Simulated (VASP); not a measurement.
Wanted: the native input for a VASP 6.6.1 run.

* Task: relaxation of cell and atoms
* Functional: PBEsol
* Potentials or basis: VASP PAW PBE potentials, release 64 (Ag)
* Cutoff: 600 eV
* k mesh: 16 × 16 × 16
* Occupations: methfessel-paxton, width 0.1 eV
* Spin: no spin polarisation
* Further INCAR settings: ALGO = Normal; EDIFF = 1e-06; IBRION = 2; EDIFFG = -0.01; NSW = 90; ISIF = 3

The structure of Ag lies in POSCAR:

```
Ag
1.0
    0.0000000000      2.0427500000      2.0427500000
    2.0427500000      0.0000000000      2.0427500000
    2.0427500000      2.0427500000      0.0000000000
Ag
1
Direct
    0.0000000000      0.0000000000      0.0000000000
```

One way to write it, as run:

INCAR

```
PREC = Accurate
ENCUT = 600
EDIFF = 1E-6
ISMEAR = 1
SIGMA = 0.1
LREAL = F
LASPH = T
NELM = 80
ALGO = Normal
ISIF = 3
LWAVE = F
LCHARG = F
GGA = PS
IBRION = 2
NSW = 90
EDIFFG = -0.01
```

KPOINTS

```
Automatic mesh
0
Gamma
  16 16 16
```

Potentials or basis: VASP PAW PBE potentials, release 64 (Ag).

Launch:

```console
$ cat potpaw_PBE.64/Ag/POTCAR > POTCAR
$ mpirun -np 1 vasp_std > vasp.out
```

Results of the run:

```
Relaxed volume                         : 16.63 Å³/atom
Relaxed cell                           : a = 2.865 Å, b = 2.865 Å, c = 2.865 Å, α = 60.00°, β = 60.00°, γ = 60.00°
Space group after relaxing (to 0.05 Å) : Fm-3m (No. 225)
Energy gained by relaxing              : 3.8 meV/atom
Ionic steps                            : 3
Pressure after relaxing                : 0.0 GPa
Band gap on the k mesh                 : none (metal or under the smearing width)
```

Caveat: the PAW data sets were made with another functional, which shifts forces and pressure a little.

Wall time 20 s on 1 thread of Intel(R) Xeon(R) 6975P-C (Granite Rapids), with other jobs on the host, peak memory 0.17 GiB.
